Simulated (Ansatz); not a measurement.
**C: levels along high-symmetry lines**

```
C
1.0
     1.77556    0.00000    0.00000
     0.00000    1.77556    0.00000
     0.00000    0.00000    1.77556
C
1
Direct
  0.00000 0.00000 0.00000
```

The cell was built from the sc type and relaxed in the same program, and has space group Pm-3m; it needn't be a known or the stable phase.

The calculation used Ansatz 0.2.0, DFT, PBE, all-electron LAPW, scalar-relativistic.

Sampling and basis: a Γ-centred 15×15×15 k mesh, Fermi–Dirac smearing of 0.03 eV, basis error target 1 meV/atom, no spin polarisation.

Points in fractions of the reciprocal vectors of this cell: Γ (0, 0, 0), X (0, 0.5, 0), M (0.5, 0.5, 0), R (0.5, 0.5, 0.5). The path joins them by straight lines in the order Γ–X–M–Γ–R–X–R–M; legs that retrace an earlier one aren't tabulated. Energies are in eV from the Fermi level.

Q: Metal or insulator at this level of theory?

A: No gap opens: metallic or semimetallic.

Q: Tabulate bands 1 to 5, counted from the lowest band of the run, along the path.

A: 
```json
{"k (1/Å)": "0.00", "point": "Γ", "band 1": "-267.60", "band 2": "-21.92", "band 3": "9.44", "band 4": "9.44", "band 5": "9.44"}
{"k (1/Å)": "0.25", "point": "", "band 1": "-267.60", "band 2": "-21.72", "band 3": "8.02", "band 4": "9.57", "band 5": "9.57"}
{"k (1/Å)": "0.51", "point": "", "band 1": "-267.60", "band 2": "-21.12", "band 3": "4.82", "band 4": "9.96", "band 5": "9.96"}
{"k (1/Å)": "0.76", "point": "", "band 1": "-267.60", "band 2": "-20.13", "band 3": "1.10", "band 4": "10.55", "band 5": "10.55"}
{"k (1/Å)": "1.01", "point": "", "band 1": "-267.60", "band 2": "-18.74", "band 3": "-2.61", "band 4": "11.27", "band 5": "11.27"}
{"k (1/Å)": "1.26", "point": "", "band 1": "-267.60", "band 2": "-16.96", "band 3": "-6.13", "band 4": "11.99", "band 5": "11.99"}
{"k (1/Å)": "1.52", "point": "", "band 1": "-267.60", "band 2": "-14.80", "band 3": "-9.35", "band 4": "12.53", "band 5": "12.53"}
{"k (1/Å)": "1.77", "point": "X", "band 1": "-267.60", "band 2": "-12.52", "band 3": "-11.99", "band 4": "12.73", "band 5": "12.73"}
{"k (1/Å)": "2.02", "point": "", "band 1": "-267.60", "band 2": "-12.35", "band 3": "-11.79", "band 4": "11.83", "band 5": "12.84"}
{"k (1/Å)": "2.27", "point": "", "band 1": "-267.60", "band 2": "-11.86", "band 3": "-11.20", "band 4": "9.61", "band 5": "13.17"}
{"k (1/Å)": "2.53", "point": "", "band 1": "-267.60", "band 2": "-11.04", "band 3": "-10.25", "band 4": "6.80", "band 5": "13.66"}
{"k (1/Å)": "2.78", "point": "", "band 1": "-267.60", "band 2": "-9.91", "band 3": "-9.01", "band 4": "3.88", "band 5": "14.25"}
{"k (1/Å)": "3.03", "point": "", "band 1": "-267.60", "band 2": "-8.49", "band 3": "-7.62", "band 4": "1.09", "band 5": "11.87"}
{"k (1/Å)": "3.29", "point": "", "band 1": "-267.60", "band 2": "-6.91", "band 3": "-6.40", "band 4": "-1.35", "band 5": "9.32"}
{"k (1/Å)": "3.54", "point": "M", "band 1": "-267.60", "band 2": "-5.88", "band 3": "-5.88", "band 4": "-2.67", "band 5": "8.35"}
{"k (1/Å)": "3.90", "point": "", "band 1": "-267.60", "band 2": "-8.52", "band 3": "-5.44", "band 4": "-0.92", "band 5": "10.28"}
{"k (1/Å)": "4.25", "point": "", "band 1": "-267.60", "band 2": "-12.27", "band 3": "-4.14", "band 4": "0.94", "band 5": "14.20"}
{"k (1/Å)": "4.61", "point": "", "band 1": "-267.60", "band 2": "-15.64", "band 3": "-2.02", "band 4": "2.71", "band 5": "12.95"}
{"k (1/Å)": "4.97", "point": "", "band 1": "-267.60", "band 2": "-18.36", "band 3": "0.86", "band 4": "4.67", "band 5": "11.61"}
{"k (1/Å)": "5.33", "point": "", "band 1": "-267.60", "band 2": "-20.33", "band 3": "4.30", "band 4": "6.77", "band 5": "10.47"}
{"k (1/Å)": "5.68", "point": "", "band 1": "-267.60", "band 2": "-21.52", "band 3": "7.72", "band 4": "8.63", "band 5": "9.71"}
{"k (1/Å)": "6.04", "point": "Γ", "band 1": "-267.60", "band 2": "-21.92", "band 3": "9.44", "band 4": "9.44", "band 5": "9.44"}
{"k (1/Å)": "6.48", "point": "", "band 1": "-267.60", "band 2": "-21.32", "band 3": "7.87", "band 4": "7.87", "band 5": "9.27"}
{"k (1/Å)": "6.92", "point": "", "band 1": "-267.60", "band 2": "-19.54", "band 3": "4.92", "band 4": "4.92", "band 5": "8.92"}
{"k (1/Å)": "7.35", "point": "", "band 1": "-267.60", "band 2": "-16.61", "band 3": "2.30", "band 4": "2.30", "band 5": "8.69"}
{"k (1/Å)": "7.79", "point": "", "band 1": "-267.60", "band 2": "-12.64", "band 3": "0.49", "band 4": "0.49", "band 5": "8.78"}
{"k (1/Å)": "8.23", "point": "", "band 1": "-267.60", "band 2": "-7.91", "band 3": "-0.47", "band 4": "-0.47", "band 5": "9.17"}
{"k (1/Å)": "8.67", "point": "", "band 1": "-267.60", "band 2": "-3.22", "band 3": "-0.80", "band 4": "-0.80", "band 5": "9.15"}
{"k (1/Å)": "9.11", "point": "R", "band 1": "-267.60", "band 2": "-0.84", "band 3": "-0.84", "band 4": "-0.84", "band 5": "8.57"}
{"k (1/Å)": "9.46", "point": "", "band 1": "-267.60", "band 2": "-2.12", "band 3": "-1.61", "band 4": "-0.43", "band 5": "9.08"}
{"k (1/Å)": "9.82", "point": "", "band 1": "-267.60", "band 2": "-4.72", "band 3": "-3.61", "band 4": "0.80", "band 5": "9.89"}
{"k (1/Å)": "10.18", "point": "", "band 1": "-267.60", "band 2": "-7.36", "band 3": "-6.15", "band 4": "2.79", "band 5": "10.62"}
{"k (1/Å)": "10.54", "point": "", "band 1": "-267.60", "band 2": "-9.57", "band 3": "-8.54", "band 4": "5.45", "band 5": "11.34"}
{"k (1/Å)": "10.89", "point": "", "band 1": "-267.60", "band 2": "-11.20", "band 3": "-10.42", "band 4": "8.53", "band 5": "12.02"}
{"k (1/Å)": "11.25", "point": "", "band 1": "-267.60", "band 2": "-12.19", "band 3": "-11.59", "band 4": "11.41", "band 5": "12.53"}
{"k (1/Å)": "11.61", "point": "X", "band 1": "-267.60", "band 2": "-12.52", "band 3": "-11.99", "band 4": "12.73", "band 5": "12.73"}
{"k (1/Å)": "14.11", "point": "R", "band 1": "-267.60", "band 2": "-0.84", "band 3": "-0.84", "band 4": "-0.84", "band 5": "8.57"}
{"k (1/Å)": "14.36", "point": "", "band 1": "-267.60", "band 2": "-1.22", "band 3": "-1.22", "band 4": "-0.97", "band 5": "8.89"}
{"k (1/Å)": "14.62", "point": "", "band 1": "-267.60", "band 2": "-2.15", "band 3": "-2.15", "band 4": "-1.30", "band 5": "9.79"}
{"k (1/Å)": "14.87", "point": "", "band 1": "-267.60", "band 2": "-3.28", "band 3": "-3.28", "band 4": "-1.70", "band 5": "11.08"}
{"k (1/Å)": "15.12", "point": "", "band 1": "-267.60", "band 2": "-4.34", "band 3": "-4.34", "band 4": "-2.09", "band 5": "10.46"}
{"k (1/Å)": "15.37", "point": "", "band 1": "-267.60", "band 2": "-5.17", "band 3": "-5.17", "band 4": "-2.40", "band 5": "9.29"}
{"k (1/Å)": "15.63", "point": "", "band 1": "-267.60", "band 2": "-5.70", "band 3": "-5.70", "band 4": "-2.60", "band 5": "8.58"}
{"k (1/Å)": "15.88", "point": "M", "band 1": "-267.60", "band 2": "-5.88", "band 3": "-5.88", "band 4": "-2.67", "band 5": "8.35"}
```
